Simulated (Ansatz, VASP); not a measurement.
# BN in VASP and in Ansatz

The input POSCAR:

```
BN
1.0
    2.5367985510      0.0000000000      0.0000000000
   -1.2683992755      2.1969319894      0.0000000000
    0.0000000000      0.0000000000      4.1984859909
N B
2 2
Direct
    0.3333333333      0.6666666667      0.1252760000
    0.6666666667      0.3333333333      0.6252760000
    0.3333333333      0.6666666667      0.4997240000
    0.6666666667      0.3333333333      0.9997240000
```

INCAR.step1

```
ALGO = Normal ; EDIFF = 1E-4
ENCUT = 520 ; GGA = PE
ISMEAR = -1 ; LASPH = True
LCHARG = False ; LREAL = False
LWAVE = True ; NBANDS = 16
NELM = 100 ; PREC = Accurate
SIGMA = 0.05
```

File INCAR.step2:

```
ALGO = Normal ; EDIFF = 1E-7
ENCUT = 520 ; ISIF = 2
ISMEAR = -1 ; ISTART = 1
LASPH = True ; LCHARG = True
LELF = True ; LMIXTAU = True
LREAL = False ; LVHAR = True
LWAVE = False ; METAGGA = R2SCAN
NBANDS = 16 ; NELM = 100
PREC = Accurate ; SIGMA = 0.05
```

KPOINTS

```
k-points
0
Gamma
  12 12 6
```

input.yaml

```yaml
crystal:
  lattice:
    - [2.536798551, 0.0, 0.0]
    - [-1.2683992755, 2.1969319894, 0.0]
    - [0.0, 0.0, 4.1984859909]
  atoms:
    - { symbol: "N", position: [0.3333333333, 0.6666666667, 0.125276] }
    - { symbol: "N", position: [0.6666666667, 0.3333333333, 0.625276] }
    - { symbol: B, position: [0.3333333333, 0.6666666667, 0.499724] }
    - { symbol: B, position: [0.6666666667, 0.3333333333, 0.999724] }
hamiltonian:
  xc: r2scan
  pseudopotentials: { kind: paw }
kpoints:
  mp_grid: { grid: [12, 12, 6] }
scf:
  occupations: { method: fermi_dirac, width: 0.05 }
output:
  forces: true
  stress: true
  eigenvalues: true
```

Measurements of this composition are mostly on another form, of space group No. 194.

Alike in both runs: task single point; functional r2SCAN; k mesh 12 × 12 × 6; occupations fermi-dirac, width 0.05 eV; no spin polarisation.

|  | VASP | Ansatz |
| --- | --- | --- |
| version | VASP 6.6.1 | Ansatz 0.2.0 |
| potentials or method | VASP PAW PBE potentials, release 64 (N, B) | Ansatz PAW |
| plane-wave cutoff (eV) | 520 | 500 |
| valence electrons in the cell | 16 | 16 |

Ansatz gave:

- gap on the k mesh at the Fermi level (eV): 5.73
- least direct gap on the mesh (eV): 9.05
- pressure (GPa): 3.1
- largest component of the traceless stress (GPa): 0.40
- rms of the force components (eV/Å): 0.005

Which values does VASP return?

gap on the k mesh at the Fermi level (eV): 5.70; least direct gap on the mesh (eV): 9.02; pressure (GPa): 4.3; largest component of the traceless stress (GPa): 0.40; rms of the force components (eV/Å): 0.003.

Atom by atom the forces differ by 0.002 eV/Å (rms over components).

Caveats: the PAW data sets were made with another functional, which shifts forces and pressure a little (VASP); the PAW data sets come from PBE, with cores solved anew for the run's functional, which leaves a small shift of forces and pressure (Ansatz). A k mesh can miss the band edges. r2SCAN opens gaps a little over a GGA but as a rule still falls short of measured ones.
